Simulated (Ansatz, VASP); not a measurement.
Two plane-wave programs on SrO

INCAR

```
ALGO     = Normal         # electronic algorithm
EDIFF    = 1E-6           # SCF threshold, eV
ENCUT    = 520            # plane-wave cutoff, eV
GGA      = PE             # functional
ISIF     = 2              # what is computed and relaxed
ISMEAR   = 0              # smearing method
LASPH    = True           # aspherical terms in the spheres
LCHARG   = True           # write CHGCAR
LELF     = True           # ELF
LREAL    = False          # projectors in reciprocal space
LVHAR    = True         
LWAVE    = False          # write WAVECAR
NBANDS   = 15             # bands
NELM     = 100            # most SCF steps
PREC     = Accurate       # precision mode
SIGMA    = 0.05           # smearing width, eV
```

The input KPOINTS:

```
k-points
0
Gamma
  8 8 8
```

POSCAR

```
SrO
1.0
    0.0000000000      2.5698000000      2.5312530000
    2.5698000000      0.0000000000      2.5312530000
    2.5698000000      2.5698000000      0.0000000000
Sr O
1 1
Direct
    0.0000000000      0.0000000000      0.0000000000
    0.5000000000      0.5000000000      0.5000000000
```

Input for Ansatz:

```yaml
crystal:
  lattice:
    - [0.0, 2.5698, 2.531253]
    - [2.5698, 0.0, 2.531253]
    - [2.5698, 2.5698, 0.0]
  atoms:
    - { symbol: Sr, position: [0.0, 0.0, 0.0] }
    - { symbol: O, position: [0.5, 0.5, 0.5] }
basis:
  ecutwfc: 420
kpoints:
  mp_grid: { grid: [8, 8, 8] }
hamiltonian:
  xc: pbe
scf:
  occupations: { method: gaussian, width: 0.05 }
output:
  forces: true
  stress: true
  eigenvalues: true
```

Change from the starting cell: strain +0.000 along x and y, -0.015 along z, atoms carried along.

Alike in both runs: task single point; functional PBE; k mesh 8 × 8 × 8; occupations gaussian, width 0.05 eV; no spin polarisation.

|  | VASP | Ansatz |
| --- | --- | --- |
| version | VASP 6.6.1 | Ansatz 0.2.0 |
| potentials or method | VASP PAW PBE potentials, release 64 (Sr_sv, O) | scalar-relativistic, plane waves, PAW |
| plane-wave cutoff (eV) | 520 | 420 |
| valence electrons in the cell | 16 | 16 |

Ansatz gave:

* gap on the k mesh at the Fermi level (eV): 3.23
* least direct gap on the mesh (eV): 3.34
* pressure (GPa): 4.5
* largest component of the traceless stress (GPa): 1.53

Question: Which values does VASP return?

Answer: gap on the k mesh at the Fermi level (eV): 3.18; least direct gap on the mesh (eV): 3.30; pressure (GPa): 5.1; largest component of the traceless stress (GPa): 1.61.

The functional is the same, so the differences come from potentials, cutoffs and numerics.

A k mesh can miss the band edges.
